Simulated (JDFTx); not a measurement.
Runs of JDFTx 1.7.0 (patched build) on GaN. The structure is hexagonal, space group P6_3mc (No. 186). The conventional cell has a = 3.180 Å, b = 3.180 Å, c = 5.166 Å, α = 90.00°, β = 90.00°, γ = 120.00°. Ga (site symmetry 3m) has 4 N at 1.94 to 1.95 Å as nearest neighbours. Around N (site symmetry 3m) lie 4 Ga at 1.94 to 1.95 Å. 

```tsv
task	level	potentials or basis	cell	smearing	max SCF steps	SCF threshold on the energy	solver of the electrons	further solve for the empty bands	band ratio of the Davidson solver	gap on the mesh (eV)	pressure (GPa)	largest force (eV/Å)
single point	LDA	PseudoDojo-SR-LDA-0.4.1-standard with smoothed tails	as given	gaussian 0.1 eV	100	1e-09 Ha	scf	yes	-	2.01	-4.7	0.13
single point	PBE	PseudoDojo-SR-PBE-0.5-standard with smoothed tails	atoms moved at random, drawn with an rms of 0.05 Å	fermi-dirac 0.05 eV	100	1e-09 Ha	scf	yes	-	1.89	8.0	1.54
single point	PBE	PseudoDojo-SR-PBE-0.5-standard with smoothed tails	as given	fermi-dirac 0.05 eV	100	1e-09 Ha	scf	yes	-	2.01	7.5	(b)
single point	BLYP	PseudoDojo-SR-PBE-0.5-standard with smoothed tails	as given	fermi-dirac 0.05 eV	100	1e-09 Ha	scf	yes	-	2.06	(a)	0.13
```

Alike in all rows: no spin polarisation; k mesh 10 × 10 × 5; cutoff (eV) 1143.

Task: Estimate the missing entries.

Result: (a) 13.3; (b) 0.14.

Caveats: forces may be off by hundredths of an eV/Å (some runs); the potentials were made for another functional, which shifts forces and pressure (some runs).

A k mesh can miss the band edges, and the runs leave out spin-orbit coupling on Ga.
